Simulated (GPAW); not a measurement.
BaZrO3:

```xyz
5
Lattice="4.1913 0.0000 0.0000 0.0000 4.1913 0.0000 0.0000 0.0000 4.1913" Properties=species:S:1:pos:R:3 pbc="T T T"
Ba    0.0000    0.0000    0.0000
Zr    2.0957    2.0957    2.0957
O     2.0957    2.0957    0.0000
O     2.0957    0.0000    2.0957
O     0.0000    2.0957    2.0957
```

Program: GPAW 26.7.0. Alike in all runs: no spin polarisation; cell as given; k mesh 6 × 6 × 6; cutoff (eV) 800; smearing fermi-dirac 0.05 eV.

Order these runs on this cell by their band gap on the k mesh, lowest first.
A. level TB-mBJ; potentials or basis GPAW PAW data sets for LDA (gpaw-data 1.2.1), pw
B. level PBEsol+U; potentials or basis PAW data sets generated in the run's folder for this functional, pw; U Zr d U = 3 eV; band path GXMGRX,MR; band points 100
C. level PBEsol+U; potentials or basis PAW data sets generated in the run's folder for this functional, pw; U Zr d U = 2 eV; band path GXMGRX,MR; band points 100
D. level PBEsol+U; potentials or basis PAW data sets generated in the run's folder for this functional, pw; U Zr d U = 4 eV; band path GXMGRX,MR; band points 100
E. level PBEsol; potentials or basis PAW data sets generated in the run's folder for this functional, pw; band path GXMGRX,MR; band points 100

E (3.11 eV), C (3.50 eV), B (3.70 eV), D (3.90 eV), A (4.15 eV).

Caveats: spin-orbit coupling is left out, which moves the levels of the heavy elements; a model potential gives levels but no total energy (some runs).

A k mesh can miss the band edges.
